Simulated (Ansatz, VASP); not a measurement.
# SiGe2 in two plane-wave programs

Wanted: the spread between two codes on one cell, functional and k mesh. The cell is generated by rule, not measured, and may not be a known phase. The cell is taken from a series of runs on this material, whose earlier steps may have relaxed, scaled, displaced or heated it; both programs get it as it stands.

Calculated with Ansatz 0.2.0; plane waves, with VASP 6.6.1 beside it; single point at r2SCAN.

The structure was built from a prototype and need not be the compound's stable phase.

## Step 1: The starting structure

The structure is tetragonal, space group I4_1/amd (No. 141). Conventional cell: a = 7.478 Å, b = 7.478 Å, c = 10.576 Å, α = 90.00°, β = 90.00°, γ = 90.00°. Nearest to Si lie 4 Ge at 2.32 to 2.46 Å. Nearest to Ge lie 2 Si at 2.32 to 2.46 Å. Farther neighbours are not listed.

Coordinates:

```cif
data_structure
_symmetry_space_group_name_H-M 'I4_1/amd:1'
_symmetry_Int_Tables_number 141
_cell_length_a 7.4784
_cell_length_b 7.4784
_cell_length_c 10.5760
_cell_angle_alpha 90.000
_cell_angle_beta 90.000
_cell_angle_gamma 90.000
_cell_volume 591.48
loop_
_atom_site_label
_atom_site_type_symbol
_atom_site_symmetry_multiplicity
_atom_site_Wyckoff_symbol
_atom_site_fract_x
_atom_site_fract_y
_atom_site_fract_z
_atom_site_occupancy
Si1 Si 8 e 0.50000 0.50000 0.77817 1
Ge1 Ge 16 h 0.00000 0.79483 0.90338 1
```

## Step 2: VASP: single point, r2SCAN

A single point gives forces, pressure and levels at one fixed geometry, so differences don't come from the geometry; what else differs is listed under the comparison.

Lines of VASP's logs that name or quote its potential files are left out, and so is its time.

Input file INCAR:

```
SYSTEM = SiGe2
PREC = Accurate
ENCUT = 550
EDIFF = 1E-06
NELM = 120
ISMEAR = 1
SIGMA = 0.2
LREAL = .FALSE.
ALGO = Normal
METAGGA = R2SCAN
LASPH = .TRUE.
NBANDS = 79
LORBIT = 11
LWAVE = .FALSE.
LCHARG = .FALSE.
ISIF = 2
GGA_COMPAT = .FALSE.
LMIXTAU = .TRUE.
KPAR = 2
```

Input file POSCAR:

```
SiGe2
1.0
    5.2880224348      5.2880224348      0.0000000000
    5.2880224348      0.0000000000      5.2880224348
    5.2880224348      0.0000000000     -5.2880224348
Si Ge
4 8
Direct
    0.0563477936      0.4718261032      0.4718261032
    0.9436522064      0.0281738968      0.0281738968
    0.4436522064      0.2781738968      0.7781738968
    0.5563477936      0.7218261032      0.2218261032
    0.3067602888      0.0517871949      0.8466198556
    0.1932397112      0.6982128051      0.4033801444
    0.8067602888      0.0966198556      0.8017871949
    0.6932397112      0.6533801444      0.4482128051
    0.3067602888      0.6414525163      0.8466198556
    0.1932397112      0.1085474837      0.4033801444
    0.8067602888      0.0966198556      0.3914525163
    0.6932397112      0.6533801444      0.8585474837
```

Input file KPOINTS:

```
Automatic mesh
0
Gamma
8 8 8
0 0 0
```

The projector-augmented-wave data sets are Si and Ge_d (PBE family, release 64).

The run is started by

```
$ mpirun -np 2 vasp_std
```

Numbers of over 12 decimals in the logs are rounded to 6 here.

The log of the run:

```text
[banner, memory and clock lines left out]
running    2 mpi-ranks, on    1 nodes
 distrk:  each k-point on    1 cores,    2 groups
 distr:  one band on    1 cores,    1 groups

 POSCAR found type information on POSCAR SiGe
 POSCAR found :  2 types and      12 ions
|                                                                             |
|               ----> ADVICE to this user running VASP <----                  |
|                                                                             |
|     You enforced a specific xc type in the INCAR file but a different       |
|     [... a line on the potential file left out ...]
|     I HOPE YOU KNOW WHAT YOU ARE DOING!                                     |
|                                                                             |

 LDA part: xc-table for (None), standard interpolation
 POSCAR, INCAR and KPOINTS ok, starting setup
 FFT: planning ... GRIDC
 FFT: planning ... GRID_SOFT
 FFT: planning ... GRID
 WAVECAR not read
 entering main loop
       N       E                     dE             d eps       ncg     rms          rms(c)
DAV:   1     0.164140227941E+04    0.16414E+04   -0.59326E+04 11921   0.394E+03
DAV:   2     0.205753802816E+03   -0.14356E+04   -0.13736E+04  9322   0.119E+03
DAV:   3    -0.116279724567E+03   -0.32203E+03   -0.30625E+03  9793   0.267E+02
DAV:   4    -0.150463916812E+03   -0.34184E+02   -0.32966E+02 11020   0.926E+01
DAV:   5    -0.151902268218E+03   -0.14384E+01   -0.14224E+01 10604   0.206E+01    0.953E+00
DAV:   6    -0.143701696172E+03    0.82006E+01   -0.22303E+00 10349   0.121E+01    0.571E+00
DAV:   7    -0.132164352501E+03    0.11537E+02   -0.30571E+00 10078   0.826E+00    0.185E+00
DAV:   8    -0.135291619008E+03   -0.31273E+01   -0.81181E-01 10121   0.401E+00    0.114E+00
DAV:   9    -0.137518490341E+03   -0.22269E+01   -0.67078E-01  9956   0.281E+00    0.535E-01
DAV:  10    -0.138541157333E+03   -0.10227E+01   -0.54760E-01  9637   0.315E+00    0.376E-01
DAV:  11    -0.137864371689E+03    0.67679E+00   -0.10676E-01 10280   0.166E+00    0.334E-01
DAV:  12    -0.138628833710E+03   -0.76446E+00   -0.12525E-01  9743   0.187E+00    0.191E-01
DAV:  13    -0.138086496491E+03    0.54234E+00   -0.15299E-01  9574   0.203E+00    0.175E-01
DAV:  14    -0.138088749858E+03   -0.22534E-02   -0.57703E-03 10765   0.435E-01    0.134E-01
DAV:  15    -0.138088560576E+03    0.18928E-03   -0.39933E-04 10473   0.842E-02    0.118E-01
DAV:  16    -0.138086634451E+03    0.19261E-02   -0.29655E-03 11721   0.211E-01    0.919E-02
DAV:  17    -0.138086675188E+03   -0.40738E-04   -0.36001E-03  9728   0.259E-01    0.403E-02
DAV:  18    -0.138088419158E+03   -0.17440E-02   -0.12056E-03  9875   0.157E-01    0.220E-02
DAV:  19    -0.138089168710E+03   -0.74955E-03   -0.27023E-04 10088   0.637E-02    0.147E-02
DAV:  20    -0.138089245321E+03   -0.76612E-04   -0.10058E-04 11321   0.423E-02    0.778E-03
DAV:  21    -0.138089243620E+03    0.17011E-05   -0.67482E-05 10143   0.445E-02    0.569E-03
DAV:  22    -0.138089281715E+03   -0.38095E-04   -0.19205E-05  7655   0.212E-02    0.283E-03
DAV:  23    -0.138089280164E+03    0.15512E-05   -0.36635E-06  7743   0.916E-03    0.167E-03
DAV:  24    -0.138089280512E+03   -0.34843E-06   -0.35656E-06  7648   0.804E-03
   1 F= -.13808928E+03 E0= -.13808923E+03  d E =-.153312E-03
```

OUTCAR, selected parts (step 2):

```text
ion  position               nearest neighbor table
   1  0.056  0.472  0.472-   6 2.32  10 2.32   8 2.46  12 2.46
   2  0.944  0.028  0.028-   7 2.32  11 2.32   9 2.46   5 2.46
   3  0.444  0.278  0.778-   5 2.32   9 2.32   7 2.46  11 2.46
   4  0.556  0.722  0.222-   8 2.32  12 2.32  10 2.46   6 2.46
   5  0.307  0.052  0.847-   3 2.32   2 2.46
   6  0.193  0.698  0.403-   1 2.32   4 2.46
   7  0.807  0.097  0.802-   2 2.32   3 2.46
   8  0.693  0.653  0.448-   4 2.32   1 2.46
   9  0.307  0.641  0.847-   3 2.32   2 2.46
  10  0.193  0.109  0.403-   1 2.32   4 2.46
  11  0.807  0.097  0.391-   2 2.32   3 2.46
  12  0.693  0.653  0.859-   4 2.32   1 2.46

  LATTYP: Found a face centered cubic cell.
 ALAT       =    10.5760448696

 Subroutine GETGRP returns: Found 16 space group operations
 (whereof  4 operations were pure point group operations)

The static configuration has the point symmetry C_2v.
 The point group associated with its full space group is D_4h.

 Found     59 irreducible k-points:

   k-points           NKPTS =     59   k-points in BZ     NKDIM =     59   number of bands    NBANDS=     79

   dimension x,y,z NGX =    60 NGY =   60 NGZ =   60
   dimension x,y,z NGXF=   120 NGYF=  120 NGZF=  120

   ENCUT  =  550.0 eV  40.42 Ry    6.36 a.u.  14.30 14.30 14.30*2*pi/ulx,y,z

   NELECT =     128.0000    total number of electrons

 k-points in reciprocal lattice and weights: Automatic mesh
   0.00000000  0.00000000  0.00000000       0.002
   0.12500000  0.00000000  0.00000000       0.004
   0.12500000  0.12500000  0.12500000       0.008
   0.25000000  0.00000000  0.00000000       0.004
   0.25000000  0.25000000  0.25000000       0.008
   0.37500000  0.00000000  0.00000000       0.004
   0.37500000  0.37500000  0.37500000       0.008
   0.50000000  0.00000000  0.00000000       0.002
   0.50000000  0.50000000  0.50000000       0.004
[...]
-0.25000000  0.25000000  0.25000000       0.008
   0.25000000  0.50000000  0.50000000       0.004

 average (electrostatic) potential at core
       1 -88.8629       2 -88.8629       3 -88.8629       4 -88.8629       5 -80.2316
       6 -80.2316       7 -80.2316       8 -80.2316       9 -80.2316      10 -80.2316
      11 -80.2316      12 -80.2316

 E-fermi :   4.1678

 k-point     1 :       0.0000    0.0000    0.0000
  band No.  band energies     occupation
    ...
     60       3.6803      2.00305
     61       3.6803      2.00305
     62       4.1476      1.16988
     63       4.1476      1.16988
     64       4.2173      0.59534
     65       4.9858     -0.00000
     66       5.2163     -0.00000
     67       5.6579     -0.00000
     68       5.6579     -0.00000
     69       5.8294     -0.00000
    ...

 k-point     2 :       0.1250    0.0000    0.0000
  band No.  band energies     occupation
    ...
     60       3.5721      2.00021
     61       3.5721      2.00021
     62       3.8833      2.06183
     63       3.8833      2.06183
     64       3.9629      2.05499
     65       4.9023     -0.00000
     66       5.0080     -0.00000
     67       5.6882     -0.00000
     68       5.9462     -0.00000
     69       5.9462     -0.00000
    ...

 k-point     3 :       0.1250    0.1250    0.1250
  band No.  band energies     occupation
    ...
     59       2.4467      2.00000
     60       2.6970      2.00000
     61       3.3899      2.00000
     62       3.7278      2.00796
     63       3.7342      2.00894
     64       4.9979     -0.00000
     65       5.2192     -0.00000
     66       5.2677     -0.00000
     67       5.5274     -0.00000
     68       5.7138     -0.00000
    ...

  Total        0.0648233    -15.8363753      0.0648233      0.0000000     -0.0000000     -0.0000000
  in kB        0.3511817    -85.7939188      0.3511817      0.0000000     -0.0000000     -0.0000000
  external PRESSURE =     -28.3638518 kB  Pullay stress =       0.0000000 kB

  energy-cutoff  :      550.00
  volume of cell :      295.74
      direct lattice vectors                 reciprocal lattice vectors
     5.288022435  5.288022435  0.000000000     0.000000000  0.189106611  0.000000000
     5.288022435  0.000000000  5.288022435     0.094553305 -0.094553305  0.094553305
     5.288022435  0.000000000 -5.288022435     0.094553305 -0.094553305 -0.094553305

 POSITION                                       TOTAL-FORCE (eV/Angst)
 -----------------------------------------------------------------------------------
      5.28802      0.29797      0.00000         0.000000     -0.690165     -0.000000
      5.28802      4.99005      0.00000         0.000000      0.690165     -0.000000
      7.93203      2.34604     -2.64401         0.000000      0.690165     -0.000000
      7.93203      2.94198      2.64401         0.000000     -0.690165     -0.000000
      6.37295      1.62216     -4.20309        -0.973761      0.911235     -0.973761
      6.84710      1.02186      1.55908         0.973761     -0.911235      0.973761
      9.01696      4.26617     -3.72894        -0.973761      0.911235      0.973761
      9.49112      3.66587      1.08493         0.973761     -0.911235     -0.973761
      9.49112      1.62216     -1.08493         0.973761      0.911235      0.973761
      3.72894      1.02186     -1.55908        -0.973761     -0.911235     -0.973761
      6.84710      4.26617     -1.55908         0.973761      0.911235     -0.973761
     11.66097      3.66587     -1.08493        -0.973761     -0.911235      0.973761
 -----------------------------------------------------------------------------------
    total drift:                               -0.000000     -0.000000     -0.000000

  FREE ENERGIE OF THE ION-ELECTRON SYSTEM (eV)
  ---------------------------------------------------
  free  energy   TOTEN  =      -138.0892805122 eV

  energy  without entropy=     -138.0891272003  energy(sigma->0) =     -138.08922941

 total charge
# of ion       s       p       d       tot
------------------------------------------
    1        0.779   0.860   0.000   1.639
    2        0.779   0.860   0.000   1.639
    3        0.779   0.860   0.000   1.639
    4        0.779   0.860   0.000   1.639
    5        1.174   1.090  10.005  12.270
    6        1.174   1.090  10.005  12.270
    7        1.174   1.090  10.005  12.270
    8        1.174   1.090  10.005  12.270
    9        1.174   1.090  10.005  12.270
   10        1.174   1.090  10.005  12.270
   11        1.174   1.090  10.005  12.270
   12        1.174   1.090  10.005  12.270
--------------------------------------------------
tot         12.510  12.161  80.043 104.714

[... 3 further parts left out ...]
```

The run ends at a pressure of -2.84 GPa, with forces up to 1.7 eV/Å.

(Part 1 of 2 ends here.)

[Lines on the potential files, build, host, timing and source positions are cut from VASP's logs without a mark.]

[Logs are printed without paths, hosts, clocks, repeated set-up lines and the standing remarks that a program may print on its own settings, such as how far it seeks lower states.]

[Hosts, paths, dates, database ids (printed as entryN), source tags and the programs' standing remarks are cut or masked in the printed files.]
